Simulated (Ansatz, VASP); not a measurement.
## One calculation of Si2N, two programs

```
CELL_PARAMETERS angstrom
4.20270 0.00000 0.00000
0.00000 4.20270 0.00000
0.00000 0.00000 4.20270
ATOMIC_POSITIONS crystal
Si 0.25000 0.25000 0.25000
Si 0.25000 0.75000 0.75000
Si 0.75000 0.75000 0.25000
Si 0.75000 0.25000 0.75000
N 0.00000 0.00000 0.00000
N 0.50000 0.50000 0.50000
```

Alike in both runs: functional PBE; k mesh 10 × 10 × 10; occupations gaussian, width 0.1 eV; no spin polarisation.

Ansatz relaxed the structure, and its values are those at the end. VASP's run is a single point on that final structure, the one shown.

|  | VASP | Ansatz |
| --- | --- | --- |
| version | VASP 6.6.1 | Ansatz 0.2.0 |
| potentials or method | VASP PAW PBE potentials, release 64 (Si, N) | scalar-relativistic, plane waves, PAW |
| plane-wave cutoff (eV) | 520 | 420 |
| valence electrons in the cell | 26 | 26 |

|  | VASP | Ansatz | Ansatz less VASP |
| --- | --- | --- | --- |
| gap on the k mesh at the Fermi level (eV) | none | none | - |
| pressure (GPa) | 0.0 | 0.0 | +0.05 |

A gap of «none» marks a metal or a gap that the smearing closes.
